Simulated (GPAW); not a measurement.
# PbS (Galena) (Fm-3m) in GPAW: reference runs

Reference runs on PbS (Galena): the cell as given and a disturbed copy.

Program: GPAW 26.7.0. These are calculated values, not measurements. Logs are shortened: lines on timing, memory, paths and dates and some standing lists are left out, and cuts for length are marked. The log counts tension as positive stress, the text compression.

### 1 Starting point

It takes space group Fm-3m (No. 225, cubic). The conventional cell has a = 5.931 Å, b = 5.931 Å, c = 5.931 Å, α = 90.00°, β = 90.00°, γ = 90.00°. Pb (site symmetry m-3m) has 6 S at 2.97 Å as nearest neighbours. S (site symmetry m-3m) has 6 Pb at 2.97 Å as nearest neighbours.

### 2 Single point, PBEsol

Input file run.py:

```python
from ase import Atoms
from ase.dft.bandgap import bandgap
from ase.io import write
from ase.units import Bohr, GPa
from gpaw import GPAW, PW, setup_paths
from gpaw.elf import elf_from_dft_calculation

setup_paths.insert(0, '.')

atoms = Atoms(['Pb', 'S'],
              cell=[[0.0, 2.96575, 2.96575],
                    [2.96575, 0.0, 2.96575],
                    [2.96575, 2.96575, 0.0]],
              scaled_positions=[[0.0, 0.0, 0.0],
                                [0.5, 0.5, 0.5]],
              pbc=True)

calc = GPAW(mode=PW(600),
            xc='PBEsol',
            kpts={'size': (8, 8, 8), 'gamma': True},
            occupations={'name': 'fermi-dirac', 'width': 0.05},
            nbands=19,
            convergence={'density': 1e-05, 'energy': 1e-05},
            maxiter=150,
            txt='gpaw.txt')
atoms.calc = calc
energy = atoms.get_potential_energy()
forces = atoms.get_forces()
stress = atoms.get_stress()
calc.write('gs.gpw')
write('result.traj', atoms)
print(f'Energy: {energy:.6f} eV')
print('Forces (eV/A):')
print(forces.round(4))
print('Stress (GPa):', (stress / GPa).round(3))
print('Fermi level:', round(calc.get_fermi_level(), 4), 'eV')
print(f'Gap: {bandgap(calc)[0]:.4f} eV, direct: {bandgap(calc, direct=True)[0]:.4f} eV')

# fields on the real-space grid
write('density.cube', atoms, data=calc.get_pseudo_density() * Bohr**3)
write('potential.cube', atoms, data=calc.get_electrostatic_potential())
write('elf.cube', atoms, data=elf_from_dft_calculation(calc).data)
```

Potentials or basis: PAW data sets generated in the run's folder for this functional, pw.

Launch:

```sh
> gpaw-setup -f PBEsol Pb S
> OMP_NUM_THREADS=1 python run.py
```

gpaw.txt:

```text
__  _  _
 | _ |_)|_||  |
 |__||  | ||/\| - 26.7.0

Input parameters:
  mode=PW(ecut=600.0),
  convergence={'density': 1e-05, 'energy': 1e-05},
  kpts=MonkhorstPack(size=(8, 8, 8), gamma=True),
  maxiter=150,
  nbands=19,
  occupations=Occupations(name='fermi-dirac', width=0.05),
  xc=XC(name='PBEsol')

Diagonalizing LCAO Hamiltonian
Converting LCAO to pw mode

                S

       Pb

Atoms  # Å, Bohr magnetons
|   | symbol |        x |        y |        z |    initial magnetic moments |
|---|--------|----------|----------|----------|-----------------------------|
| 0 |     Pb | 0.000000 | 0.000000 | 0.000000 | ( 0.0000,  0.0000,  0.0000) |
| 1 |      S | 2.965750 | 2.965750 | 2.965750 | ( 0.0000,  0.0000,  0.0000) |

Unit cell  # Å
| periodic |        x |        y |        z |  lengths |    angles |
|----------|----------|----------|----------|----------|-----------|
|      yes | 0.000000 | 2.965750 | 2.965750 | 4.194204 | 60.000000 |
|      yes | 2.965750 | 0.000000 | 2.965750 | 4.194204 | 60.000000 |
|      yes | 2.965750 | 2.965750 | 0.000000 | 4.194204 | 60.000000 |

Number of symmetries: 48
Symmetry operations  # r_c * U_cc + t_c -> r_c
|    | kind |            matrix            |
|----|------|------------------------------|
|  0 |  σ   |  1, 0, 0,  1, 0,-1,  1,-1, 0 |
|  1 |  C2  |  1, 0, 0,  1,-1, 0,  1, 0,-1 |
|  2 |  E   |  1, 0, 0,  0, 1, 0,  0, 0, 1 |
|  3 |  σ   |  1, 0, 0,  0, 0, 1,  0, 1, 0 |
|  4 |  C4  |  1, 0,-1,  1, 0, 0,  1,-1, 0 |
|  5 |  S6  |  1, 0,-1,  1,-1, 0,  1, 0, 0 |
|  6 |  σ   |  1, 0,-1,  0, 1,-1,  0, 0,-1 |
|  7 |  C3  |  1, 0,-1,  0, 0,-1,  0, 1,-1 |
|  8 |  S6  |  1,-1, 0,  1, 0, 0,  1, 0,-1 |
|  9 |  C4  |  1,-1, 0,  1, 0,-1,  1, 0, 0 |
| 10 |  C3  |  1,-1, 0,  0,-1, 1,  0,-1, 0 |
| 11 |  σ   |  1,-1, 0,  0,-1, 0,  0,-1, 1 |
| 12 |  σ   |  0, 1, 0,  1, 0, 0,  0, 0, 1 |
| 13 |  C4  |  0, 1, 0,  0, 1,-1, -1, 1, 0 |
| 14 |  C3  |  0, 1, 0,  0, 0, 1,  1, 0, 0 |
| 15 |  S6  |  0, 1, 0, -1, 1, 0,  0, 1,-1 |
| 16 |  C2  |  0, 1,-1,  1, 0,-1,  0, 0,-1 |
| 17 |  σ   |  0, 1,-1,  0, 1, 0, -1, 1, 0 |
| 18 |  S4  |  0, 1,-1,  0, 0,-1,  1, 0,-1 |
| 19 |  C4  |  0, 1,-1, -1, 1, 0,  0, 1, 0 |
| 20 |  C3  |  0, 0, 1,  1, 0, 0,  0, 1, 0 |
| 21 |  σ   |  0, 0, 1,  0, 1, 0,  1, 0, 0 |
| 22 |  S6  |  0, 0, 1,  0,-1, 1, -1, 0, 1 |
| 23 |  C4  |  0, 0, 1, -1, 0, 1,  0,-1, 1 |
| 24 |  S4  |  0, 0,-1,  1, 0,-1,  0, 1,-1 |
| 25 |  C3  |  0, 0,-1,  0, 1,-1,  1, 0,-1 |
| 26 |  C2  |  0, 0,-1,  0,-1, 0, -1, 0, 0 |
| 27 |  S6  |  0, 0,-1, -1, 0, 0,  0,-1, 0 |
| 28 |  S4  |  0,-1, 1,  1,-1, 0,  0,-1, 0 |
| 29 |  C4  |  0,-1, 1,  0, 0, 1, -1, 0, 1 |
| 30 |  C2  |  0,-1, 1,  0,-1, 0,  1,-1, 0 |
| 31 |  σ   |  0,-1, 1, -1, 0, 1,  0, 0, 1 |
| 32 |  C3  |  0,-1, 0,  1,-1, 0,  0,-1, 1 |
| 33 |  S6  |  0,-1, 0,  0, 0,-1, -1, 0, 0 |
| 34 |  S4  |  0,-1, 0,  0,-1, 1,  1,-1, 0 |
| 35 |  C2  |  0,-1, 0, -1, 0, 0,  0, 0,-1 |
| 36 |  C2  | -1, 1, 0,  0, 1, 0,  0, 1,-1 |
| 37 |  S6  | -1, 1, 0,  0, 1,-1,  0, 1, 0 |
| 38 |  S4  | -1, 1, 0, -1, 0, 1, -1, 0, 0 |
| 39 |  C3  | -1, 1, 0, -1, 0, 0, -1, 0, 1 |
| 40 |  S6  | -1, 0, 1,  0, 0, 1,  0,-1, 1 |
| 41 |  C2  | -1, 0, 1,  0,-1, 1,  0, 0, 1 |
| 42 |  C3  | -1, 0, 1, -1, 1, 0, -1, 0, 0 |
| 43 |  S4  | -1, 0, 1, -1, 0, 0, -1, 1, 0 |
| 44 |  C2  | -1, 0, 0,  0, 0,-1,  0,-1, 0 |
| 45 |  i   | -1, 0, 0,  0,-1, 0,  0, 0,-1 |
| 46 |  σ   | -1, 0, 0, -1, 1, 0, -1, 0, 1 |
| 47 |  C2  | -1, 0, 0, -1, 0, 1, -1, 1, 0 |

BZ-sampling:
  Number of BZ points: 512
  Number of IBZ points: 29

  Monkhorst-Pack size: [8, 8, 8]
  Monkhorst-Pack shift: [0.0625, 0.0625, 0.0625]

K-points  # in reciprocal-cell coordinates
|     |                                coordinates |     weight |
|-----|--------------------------------------------|------------|
|   0 | (  0.00000000,   0.00000000,   0.00000000) | 0.00195312 |
|   1 | (  0.12500000,   0.12500000,   0.00000000) | 0.01171875 |
|   2 | (  0.12500000,   0.12500000,   0.12500000) | 0.01562500 |
|   3 | (  0.25000000,   0.12500000,   0.12500000) | 0.02343750 |
|   4 | (  0.25000000,   0.25000000,   0.00000000) | 0.01171875 |
|   5 | (  0.25000000,   0.25000000,   0.12500000) | 0.04687500 |
|   6 | (  0.25000000,   0.25000000,   0.25000000) | 0.01562500 |
|   7 | (  0.37500000,   0.25000000,  -0.37500000) | 0.04687500 |
|   8 | (  0.37500000,   0.25000000,   0.12500000) | 0.04687500 |
|   9 | (  0.37500000,   0.25000000,   0.25000000) | 0.04687500 |
| ... |                                            |            |
|  28 | (  0.50000000,   0.50000000,   0.50000000) | 0.00781250 |

Plane wave coefficients: 1807
Cutoff: 600.0 eV

Spin-components: 1 (collinear spins)
Bands:           19
Projectors:      11
Spin-degeneracy: 2
Datatype:        complex128

Parallelization:
  kpt:    1
  domain: 1
  band:   1

Density:
  Valence electrons: 20.0
  Components: 1
  Grid points: [24 24 24]
  Charge: 0.0  # |e|

Potential:
  Grid points: [24 24 24]

species:
  Pb:
    name:    Lead
    Z:       82.0
    valence: 14
    core:    68
    charge:  0.0  # [|e|]
    compensation charges:
      type: gauss
      rc: 0.38  # [Å]
      lmax: 2
    cutoffs:
      filter: 2.36  # [Å]
      core: 2.43  # [Å]
    projectors
    | kind |    occ | energy [eV] | rcut [Å] |
    |------|--------|-------------|----------|
    |   6s |  2.000 |     -12.024 |    1.259 |
    |   6p |  2.000 |      -3.525 |    1.275 |
    |   5d | 10.000 |     -21.194 |    1.217 |
    |    s |        |      15.187 |    1.259 |
    |    p |        |      23.686 |    1.275 |
    |    d |        |       6.017 |    1.217 |

    Using partial waves for Pb as LCAO basis

  S:
    name:    Sulfur
    Z:       16.0
    valence: 6
    core:    10
    charge:  0.0  # [|e|]
    compensation charges:
      type: gauss
      rc: 0.24  # [Å]
      lmax: 2
    cutoffs:
      filter: 1.77  # [Å]
      core: 1.66  # [Å]
    projectors
    | kind |    occ | energy [eV] | rcut [Å] |
    |------|--------|-------------|----------|
    |   3s |  2.000 |     -17.192 |    0.974 |
    |   3p |  4.000 |      -6.978 |    0.979 |
    |    s |        |      10.020 |    0.974 |
    |    p |        |      20.234 |    0.979 |
    |    d |        |       0.000 |    0.900 |

    Using partial waves for S as LCAO basis

Reference energy: -577963.193590  # eV

eigensolver:
  PPCG
  Converge bands: occupied
  niter=2

density mixing:
  MSR1-Mixer
  Pratt-step length: 0.05
  Maximum mixing coefficient: 0.75
  Old densities: 10
  SVD Regularization: 0.005
  Good broyden scale: 1.0
  Trust region scale: 1.0
  Backstep threshold: 4.0
  History deletion threshold: 6.0
  Fourier metric: weight=20.0, sigma=0.015

occupation numbers:
  Fermi-Dirac:
    width: 0.0500  # eV

poisson solver:
  ecut: 4800.0  # eV

xc functional:
  name: PBEsol with 2 nearest neighbor stencil

convergence criteria:
- Maximum integral of absolute [dens]ity change: 1e-05 electrons / valence electron
- Maximum [total energy] change in last 3 cyles: 1e-05 eV / valence electron
- Maximum integral of absolute [eigenst]ate change: 4e-08 eV^2 / valence electron
maximum number of iterations: 150

SCF iterations
|iter     | |      energy | eigst |  dens |
|---------|-|-------------|-------|-------|
|iter:   1| |  -10.061385 | -0.13 |       |
|iter:   2| |   -9.966162 | -1.96 | -1.19 |
|iter:   3| |   -9.672254 | -1.79 | -1.24 |
|iter:   4| |   -9.671250 | -3.87 | -1.83 |
|iter:   5| |   -9.671314 | -4.43 | -2.20 |
|iter:   6| |   -9.671331c| -5.75 | -3.23 |
|iter:   7| |   -9.671334c| -6.70 | -3.70 |
|iter:   8| |   -9.671335c| -7.83c| -4.57 |
|iter:   9| |   -9.671335c| -7.88c| -5.35c|

Converged in 9 steps
Energy contributions relative to reference atoms: (reference = -577963.193590)

Energy contributions:
  Kinetic:          15.322909
  Coulomb:         -16.153508
  Zero:              0.025809
  External:          0.000000
  Xc:               -8.866259
  Entropy:          -0.000569
  Spinorbit:         0.000000
  ----------------------------
  Free energy:      -9.671619
  Extrapolated:     -9.671335

dipole moment: (-25.104644, -25.104644, -25.104644)  # |e|*Ang

Fermi level: 6.233
Eigenvalues  # (at kpt = [0.000, 0.000, 0.000])
| band index |      eig [eV] | occ [0-2] |
|------------|---------------|-----------|
|          0 |       -10.649 |     2.000 |
|        ... |               |           |
|          2 |       -10.649 |     2.000 |
|          3 |       -10.642 |     2.000 |
|          4 |       -10.642 |     2.000 |
|          5 |        -7.500 |     2.000 |
|          6 |         0.099 |     2.000 |
|          7 |         3.917 |     2.000 |
|          8 |         3.917 |     2.000 |
|          9 |         3.917 |     2.000 |
|         10 |        11.229 |     0.000 |
|         11 |        11.229 |     0.000 |
|         12 |        11.229 |     0.000 |
|         13 |        12.702 |     0.000 |
|         14 |        12.702 |     0.000 |
|         15 |        12.702 |     0.000 |
|         16 |        14.569 |     0.000 |
|         17 |        15.090 |     0.000 |
|         18 |        15.151 |     0.000 |

Gap: 0.201 eV
Transition (v -> c):
  (s=0, k=28, n=9, [0.50, 0.50, 0.50]) -> (s=0, k=28, n=10, [0.50, 0.50, 0.50])
No difference between direct/indirect transitions

Forces  # eV/Ang
|        x |        y |        z |
|----------|----------|----------|
|  0.00000 | -0.00000 | -0.00000 |  # Pb   0
| -0.00000 |  0.00000 |  0.00000 |  # S    1

Stress tensor  # eV/Ang^3
|        x |        y |        z |
|----------|----------|----------|
| 0.006899 | 0.000000 | 0.000000 |
| 0.000000 | 0.006899 | 0.000000 |
| 0.000000 | 0.000000 | 0.006899 |

# Writing to gs.gpw (mode='')
```

Wall time 35 s (1 thread of Arm Neoverse N1, shared host); peak memory 0.16 GiB.

Results:

- Free energy: -9.6716 eV
- Pressure: -1.1 GPa
- Band gap on the k mesh: 0.20 eV, direct

Levels at points of the mesh, in eV from the valence-band top:
```
           k point  band 6  band 7  band 8  band 9  band 10  band 11  band 12  band 13  band 14  band 15
(0.00, 0.00, 0.00)  -13.63   -6.03   -2.22   -2.22    -2.22     5.10     5.10     5.10     6.57     6.57
(0.50, 0.50, 0.00)  -11.94   -7.19   -5.30   -3.51    -3.51     3.68     5.47     5.58     5.58    10.98
(0.50, 0.50, 0.50)  -12.38   -8.87   -1.82   -1.82     0.00     0.20     1.83     1.83     8.46     9.96
```

Caveat: spin-orbit coupling is left out, which as a rule narrows the gap of such compounds by several tenths of an eV.

[end of part 1 of 2]
